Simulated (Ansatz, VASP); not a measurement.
Two plane-wave programs on Mn3Si

The input INCAR:

```
SYSTEM = Mn3Si
PREC = Accurate
ENCUT = 520
EDIFF = 1E-7
ISMEAR = 0
SIGMA = 0.05
LREAL = .False.
LASPH = .True.
NELM = 150
ALGO = Normal
ISIF = 2
LWAVE = .False.
LCHARG = .False.
ISPIN = 2
MAGMOM = 3.5 3.5 3.5 0
LORBIT = 11
LMAXMIX = 4
NBANDS = 34
```

File KPOINTS:

```
regular mesh
0
Gamma
  12 12 12
  0 0 0
```

Contents of POSCAR:

```
Mn3Si
1.0
    0.0000000000      2.8610000000      2.8610000000
    2.8610000000      0.0000000000      2.8610000000
    2.8610000000      2.8610000000      0.0000000000
Mn Si
3 1
Direct
    0.5000000000      0.5000000000      0.5000000000
    0.2500000000      0.2500000000      0.2500000000
    0.7500000000      0.7500000000      0.7500000000
    0.0000000000      0.0000000000      0.0000000000
```

Input for Ansatz:

```yaml
crystal:
  lattice:
    - [0.0, 2.861, 2.861]
    - [2.861, 0.0, 2.861]
    - [2.861, 2.861, 0.0]
  atoms:
    - { symbol: Mn, position: [0.5, 0.5, 0.5], spin: 3.5 }
    - { symbol: Mn, position: [0.25, 0.25, 0.25], spin: 3.5 }
    - { symbol: Mn, position: [0.75, 0.75, 0.75], spin: 3.5 }
    - { symbol: Si, position: [0.0, 0.0, 0.0] }
basis:
  ecutwfc: 420
  ecutrho_ratio: 4
kpoints:
  mp_grid: { grid: [12, 12, 12] }
hamiltonian:
  xc: lda
scf:
  occupations: { method: gaussian, width: 0.05 }
output:
  forces: true
  stress: true
  eigenvalues: true
  populations: true
magnetization:
  spin_polarized: true
```

Alike in both runs: task single point; functional LDA; k mesh 12 × 12 × 12; occupations gaussian, width 0.05 eV; collinear spin.

|  | VASP | Ansatz |
| --- | --- | --- |
| version | VASP 6.6.1 | Ansatz 0.2.0 |
| potentials or method | VASP PAW LDA potentials, release 64 (Mn_pv, Si) | scalar-relativistic, plane waves, PAW |
| plane-wave cutoff (eV) | 520 | 420 |
| valence electrons in the cell | 43 | 49 |

VASP gave:

| Item | Value |
| --- | --- |
| gap on the k mesh at the Fermi level (eV) | none |
| pressure (GPa) | -23.8 |
| net moment per atom (μB) | 0.26 |
| size of the moment on the site where the two differ most (μB) | 2.32 |

Problem. Estimate Ansatz's values.

Solution. gap on the k mesh at the Fermi level (eV): none; pressure (GPa): -23.1; net moment per atom (μB): 0.26; size of the moment on the site where the two differ most (μB): 2.40.

Site moments also hang on the region over which each program counts them. A gap of «none» marks a metal or a gap that the smearing closes. The two sets of potentials don't hold the same shells in valence. Ansatz warned: «seeded_moment_not_kept».

Caveats: so large a pressure means that the cell lies far from this level's equilibrium, or that cutoff or potentials fall short (VASP).
